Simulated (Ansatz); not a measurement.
## Notes on a calculation: PbO in the wurtzite structure

Level of theory: DFT, PBE, scalar-relativistic, no spin polarisation; plane waves to 420 eV with PAW datasets (Ansatz 0.2.0), 10×10×6 k-mesh, Gaussian smearing of 0.05 eV. The datasets are Ansatz's generated set soft_2.

The start was a prototype's sites filled with these elements. The Crystallography Open Database lists the compound in space groups Pbcm, P4/nmm, so this is a trial structure.

Starting cell:

```
Pb O
1.0
     3.97181    0.00000    0.00000
    -1.98591    3.43969    0.00000
     0.00000    0.00000    6.50491
Pb O
2 2
Direct
  0.66667 0.33333 0.00000
  0.33333 0.66667 0.50000
  0.66667 0.33333 0.62520
  0.33333 0.66667 0.12520
```

The steps in volume:

| run | level | k-mesh | kind | V (Å³/atom) | P (GPa) | E − E(final) (meV/atom) | gap on the mesh (eV) |
| --- | --- | --- | --- | --- | --- | --- | --- |
| 1 | PBE | 10×10×6 | cell and atoms relaxed | 22.34 | 0.0 | 0.0 | 1.93 |

Cell and atoms are those of this level's equilibrium.

The final structure (symmetry read at 0.01 Å). It takes space group P6_3mc (No. 186, hexagonal). The conventional cell has a = 4.200 Å, b = 4.200 Å, c = 5.851 Å, α = 90.00°, β = 90.00°, γ = 120.00°. Pb (site symmetry 3m) is surrounded by 4 O at 2.36 to 2.49 Å. Around O (site symmetry 3m) lie 4 Pb at 2.36 to 2.49 Å. (Shells end 15 % past the nearest neighbour.)

| atom | site | symmetry | x | y | z |
| --- | --- | --- | --- | --- | --- |
| Pb | 2b | 3m. | 0.6667 | 0.3333 | 0.0144 |
| O | 2b | 3m. | 0.6667 | 0.3333 | 0.6108 |

At the final geometry the gap, band path included, is 1.91 eV. The equation of state gives B0 = 50 GPa and B0′ = 2.0. The elastic tensor is not positive definite, so the structure is mechanically unstable (smallest eigenvalue -11.0 GPa). Against the elements' standard states, run alike and uncorrected, the formation energy is -0.93 eV/atom. The runs in the table took roughly 2.8 core-minutes.

**Reading the result.**

Within 0.6 eV of the edges the projected states are 66 % O 2p at the top of the valence band and 66 % Pb 6p at the bottom of the conduction band. The valence edge mixes anion p with metal states, so the bond is partly covalent and the gap isn't a plain transfer from O to Pb.

Bader charges against formal ones: Pb +1.18 (+2), O −1.18 (−2). The cations give up 59 % of the formal charge; Bader charges stay under formal ones because the anions' density reaches into the cations' basins, the more so the higher the formal charge and the softer the anion.

Semilocal functionals underestimate band gaps, commonly by a third or more. The equation of state has an unusual shape (B0′ outside 2.8 to 7.5), so B0 is less sure. For elements this heavy, spin–orbit coupling would shift levels and gaps; it isn't included here.
